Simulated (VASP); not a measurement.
# AlN (F-43m) in VASP: a series of runs, part 2 of 2

VASP 6.6.1.

### 3 Band structure, r2SCAN

The input, INCAR:

```
SYSTEM = AlN
PREC = Accurate
ENCUT = 520
EDIFF = 1E-6
ISMEAR = 0
SIGMA = 0.02
LREAL = .FALSE.
LASPH = .TRUE.
NELM = 80
ALGO = Normal
ISIF = 2
LWAVE = .FALSE.
LCHARG = .FALSE.
METAGGA = R2SCAN
LMIXTAU = .TRUE.
NBANDS = 11
```

The input, KPOINTS:

```
regular mesh
0
G
  10 10 10
  0 0 0
```

The input, POSCAR:

```
AlN
1.0
    0.0000000000      2.1882900000      2.1882900000
    2.1882900000      0.0000000000      2.1882900000
    2.1882900000      2.1882900000      0.0000000000
Al N
1 1
Direct
    0.0000000000      0.0000000000      0.0000000000
    0.2500000000      0.2500000000      0.2500000000
```

The input, KPOINTS_OPT:

```
path GXWKGLUWLK,UX
15
line-mode
reciprocal
 0.0000000000  0.0000000000  0.0000000000  G
 0.5000000000  0.0000000000  0.5000000000  X

 0.5000000000  0.0000000000  0.5000000000  X
 0.5000000000  0.2500000000  0.7500000000  W

 0.5000000000  0.2500000000  0.7500000000  W
 0.3750000000  0.3750000000  0.7500000000  K

 0.3750000000  0.3750000000  0.7500000000  K
 0.0000000000  0.0000000000  0.0000000000  G

 0.0000000000  0.0000000000  0.0000000000  G
 0.5000000000  0.5000000000  0.5000000000  L

 0.5000000000  0.5000000000  0.5000000000  L
 0.6250000000  0.2500000000  0.6250000000  U

 0.6250000000  0.2500000000  0.6250000000  U
 0.5000000000  0.2500000000  0.7500000000  W

 0.5000000000  0.2500000000  0.7500000000  W
 0.5000000000  0.5000000000  0.5000000000  L

 0.5000000000  0.5000000000  0.5000000000  L
 0.3750000000  0.3750000000  0.7500000000  K

 0.6250000000  0.2500000000  0.6250000000  U
 0.5000000000  0.0000000000  0.5000000000  X
```

Potentials or basis: VASP PAW PBE potentials, release 64 (Al, N).

The run is started by

```
> cat potpaw_PBE.64/Al/POTCAR potpaw_PBE.64/N/POTCAR > POTCAR
> mpirun -np 1 vasp_std > vasp.out
```

OUTCAR:

```text
SYSTEM = AlN
   PREC = Accurate
   ENCUT = 520
   EDIFF = 1E-6
   ISMEAR = 0
   LREAL = .FALSE.
   LASPH = .TRUE.
   NELM = 80
   ISIF = 2
   METAGGA = R2SCAN

 ion  position               nearest neighbor table
   1  0.000  0.000  0.000-   2 1.90   2 1.90   2 1.90   2 1.90
   2  0.250  0.250  0.250-   1 1.90   1 1.90   1 1.90   1 1.90

  LATTYP: Found a face centered cubic cell.
 ALAT       =     4.3765800000

  Lattice vectors:

 A1 = (   0.0000000000,   2.1882900000,   2.1882900000)
 A2 = (   2.1882900000,   0.0000000000,   2.1882900000)
 A3 = (   2.1882900000,   2.1882900000,   0.0000000000)
[... 513 lines left out ...]
      7      18.8640      0.00000
      8      21.2568      0.00000
      9      21.8234      0.00000
     10      28.0164      0.00000
     11      30.4006      0.00000

 [... further k-points ...]
[... 5 lines left out ...]
  --------------------------------------------------------------------------------------
  -------------------------------------------------------------------------------------
  Total       -0.1786676     -0.1786676     -0.1786676      0.0000000      0.0000000      0.0000000
  in kB      -13.6587724    -13.6587724    -13.6587724      0.0000000      0.0000000      0.0000000
  external PRESSURE =     -13.6587724 kB  Pullay stress =       0.0000000 kB

 VOLUME and BASIS-vectors are now :
 -----------------------------------------------------------------------------
  energy-cutoff  :      520.00
  volume of cell :       20.96
      direct lattice vectors                 reciprocal lattice vectors
     0.000000000  2.188290000  2.188290000    -0.228488911  0.228488911  0.228488911
     2.188290000  0.000000000  2.188290000     0.228488911 -0.228488911  0.228488911
     2.188290000  2.188290000  0.000000000     0.228488911  0.228488911 -0.228488911

 POSITION                                       TOTAL-FORCE (eV/Angst)
 -----------------------------------------------------------------------------------
      0.00000      0.00000      0.00000         0.000000      0.000000      0.000000
      1.09414      1.09414      1.09414        -0.000000     -0.000000     -0.000000
 -----------------------------------------------------------------------------------
    total drift:                               -0.000000     -0.000000     -0.000000

  FREE ENERGIE OF THE ION-ELECTRON SYSTEM (eV)
  ---------------------------------------------------
  free  energy   TOTEN  =       -19.1792949317 eV

  energy  without entropy=      -19.1792949317  energy(sigma->0) =      -19.17929493
```

OSZICAR:

```text
N       E                     dE             d eps       ncg     rms          rms(c)
DAV:   1     0.585686787039E+01    0.58569E+01   -0.39703E+03  1050   0.619E+02
DAV:   2    -0.225909801821E+02   -0.28448E+02   -0.27378E+02  1193   0.143E+02
DAV:   3    -0.235038468534E+02   -0.91287E+00   -0.91185E+00  1284   0.246E+01
[... 52 lines left out ...]
DAV:   7     0.501857202807E+02   -0.16599E-05     1245
DAV:   8     0.501857202424E+02   -0.38328E-07      829
       N       E                     dE             ncg
DAV:   1     0.139136150499E+05   -0.32350E+04      198
DAV:   2     0.136816341946E+05   -0.23198E+03      269
DAV:   3     0.136750678335E+05   -0.65664E+01      249
DAV:   4     0.136750234115E+05   -0.44422E-01      243
DAV:   5     0.136750226698E+05   -0.74170E-03      246
DAV:   6     0.136750226556E+05   -0.14234E-04      240
DAV:   7     0.136750226553E+05   -0.29726E-06      246
```

stdout:

```text
POSCAR found type information on POSCAR AlN
 POSCAR found :  2 types and       2 ions
 scaLAPACK will be used
 -----------------------------------------------------------------------------
|                                                                             |
|                                                                             |
|     You enforced a specific xc type in the INCAR file but a different       |
|     I HOPE YOU KNOW WHAT YOU ARE DOING!                                     |
|                                                                             |
 -----------------------------------------------------------------------------

 LDA part: xc-table for (None), standard interpolation
 POSCAR, INCAR and KPOINTS ok, starting setup
 FFT: planning ... GRIDC
 FFT: planning ... GRID_SOFT
 FFT: planning ... GRID
 WAVECAR not read
 entering main loop
 Start KPOINTS_OPT (optional k-point list driver)
k-point batch [1-47\150]
k-point batch [48-94\150]
k-point batch [95-141\150]
k-point batch [142-150\150]
```

It took 92 s on 1 thread of Intel Xeon Platinum 8259CL at 2.50GHz (Skylake/Cascade Lake), shared host; peak memory 0.15 GiB.

Results:

```yaml
Free_energy: -19.1793 eV
Pressure: -1.4 GPa
Band_gap_on_the_k_mesh: 3.93 eV, indirect (least direct gap 4.84 eV)
Band_gap_along_the_path: 3.93 eV, indirect (least direct gap 4.84 eV)
```

Levels at the corners of the path, in eV from the valence-band top:
```tsv
point	band 1	band 2	band 3	band 4	band 5	band 6	band 7	band 8	band 9
Γ	-15.71	0.00	0.00	0.00	4.84	13.46	13.46	13.46	18.49
X	-13.09	-4.93	-1.80	-1.80	3.93	9.44	15.12	16.88	16.88
X	-13.09	-4.93	-1.80	-1.80	3.93	9.44	15.12	16.88	16.88
W	-13.04	-3.78	-3.47	-2.67	6.70	12.32	12.82	13.21	18.42
W	-13.04	-3.78	-3.47	-2.67	6.70	12.32	12.82	13.21	18.42
K	-13.11	-4.27	-3.63	-1.39	5.81	10.97	14.16	15.13	16.26
K	-13.11	-4.27	-3.63	-1.39	5.81	10.97	14.16	15.13	16.26
Γ	-15.71	0.00	0.00	0.00	4.84	13.46	13.46	13.46	18.49
Γ	-15.71	0.00	0.00	0.00	4.84	13.46	13.46	13.46	18.49
L	-13.71	-5.87	-0.49	-0.49	8.16	10.78	11.91	11.91	19.24
L	-13.71	-5.87	-0.49	-0.49	8.16	10.78	11.91	11.91	19.24
U	-13.11	-4.27	-3.63	-1.39	5.81	10.97	14.16	15.13	16.26
U	-13.11	-4.27	-3.63	-1.39	5.81	10.97	14.16	15.13	16.26
W	-13.04	-3.78	-3.47	-2.67	6.70	12.32	12.82	13.21	18.42
W	-13.04	-3.78	-3.47	-2.67	6.70	12.32	12.82	13.21	18.42
L	-13.71	-5.87	-0.49	-0.49	8.16	10.78	11.91	11.91	19.24
L	-13.71	-5.87	-0.49	-0.49	8.16	10.78	11.91	11.91	19.24
K	-13.11	-4.27	-3.63	-1.39	5.81	10.97	14.16	15.13	16.26
U	-13.11	-4.27	-3.63	-1.39	5.81	10.97	14.16	15.13	16.26
X	-13.09	-4.93	-1.80	-1.80	3.93	9.44	15.12	16.88	16.88
```

Caveat: the PAW data sets were made with another functional, which shifts forces and pressure a little. r2SCAN opens gaps a little over a GGA but as a rule still falls short of measured ones.

### 4 Band structure, TB-mBJ

POSCAR is that of step 3.

The input, INCAR.step1:

```
SYSTEM = AlN
PREC = Accurate
ENCUT = 520
EDIFF = 1E-5
ISMEAR = 0
SIGMA = 0.02
LREAL = .FALSE.
LASPH = .TRUE.
NELM = 80
ALGO = Normal
ISIF = 2
LWAVE = .TRUE.
LCHARG = .FALSE.
NBANDS = 11
GGA = PE
```

The input, INCAR.step2:

```
SYSTEM = AlN
PREC = Accurate
ENCUT = 520
EDIFF = 1E-6
ISMEAR = 0
SIGMA = 0.02
LREAL = .FALSE.
LASPH = .TRUE.
NELM = 80
ALGO = Normal
ISIF = 2
LWAVE = .FALSE.
LCHARG = .FALSE.
METAGGA = MBJ
NBANDS = 11
ISTART = 1
```

KPOINTS is that of step 3.

KPOINTS_OPT is that of step 3.

The run is started by

```
> cat potpaw_PBE.64/Al/POTCAR potpaw_PBE.64/N/POTCAR > POTCAR
> cp INCAR.step1 INCAR
> mpirun -np 1 vasp_std > vasp.out
> cp INCAR.step2 INCAR
> mpirun -np 1 vasp_std > vasp.out
```

Run time: 58 s. Hardware: 1 thread of Intel Xeon Platinum 8259CL at 2.50GHz (Skylake/Cascade Lake), shared host; peak memory 0.15 GiB.

The run converged. Its results:

- Band gap on the k mesh: 4.81 eV, indirect (least direct gap 5.28 eV)
- Band gap along the path: 4.81 eV, indirect (least direct gap 5.28 eV)

Levels at the corners of the path, in eV from the valence-band top:
```csv
point,band 2,band 3,band 4,band 5,band 6,band 7
Γ,0.00,0.00,0.00,5.28,13.63,13.63
X,-4.61,-1.72,-1.72,4.81,9.79,15.49
X,-4.61,-1.72,-1.72,4.81,9.79,15.49
W,-3.58,-3.20,-2.42,7.41,12.71,13.30
W,-3.58,-3.20,-2.42,7.41,12.71,13.30
K,-4.00,-3.33,-1.34,6.58,11.30,14.45
K,-4.00,-3.33,-1.34,6.58,11.30,14.45
Γ,0.00,0.00,0.00,5.28,13.63,13.63
Γ,0.00,0.00,0.00,5.28,13.63,13.63
L,-5.42,-0.49,-0.49,8.50,11.40,12.39
L,-5.42,-0.49,-0.49,8.50,11.40,12.39
U,-4.00,-3.33,-1.34,6.58,11.30,14.45
U,-4.00,-3.33,-1.34,6.58,11.30,14.45
W,-3.58,-3.20,-2.42,7.41,12.71,13.30
W,-3.58,-3.20,-2.42,7.41,12.71,13.30
L,-5.42,-0.49,-0.49,8.50,11.40,12.39
L,-5.42,-0.49,-0.49,8.50,11.40,12.39
K,-4.00,-3.33,-1.34,6.58,11.30,14.45
U,-4.00,-3.33,-1.34,6.58,11.30,14.45
X,-4.61,-1.72,-1.72,4.81,9.79,15.49
```

Caveat: the PAW data sets were made with another functional, which shifts forces and pressure a little.

### 5 The runs side by side

| level | gap on the mesh (eV) | pressure (GPa) |
| --- | --- | --- |
| PBEsol | 3.18 | 0.1 |
| r2SCAN | 3.93 | -1.4 |
| TB-mBJ | 4.81 | - |

Alike in all rows: task band structure; potentials or basis VASP PAW PBE potentials, release 64 (Al, N); no spin polarisation; cell as given; k mesh 10 × 10 × 10; cutoff (eV) 520; smearing gaussian 0.02 eV.

On the cell as given the gap runs from 3.18 eV (PBEsol) to 4.81 eV (TB-mBJ).

Caveats: the PAW data sets were made with another functional, which shifts forces and pressure a little.

Absolute energies hang on the potentials; compare differences alone.
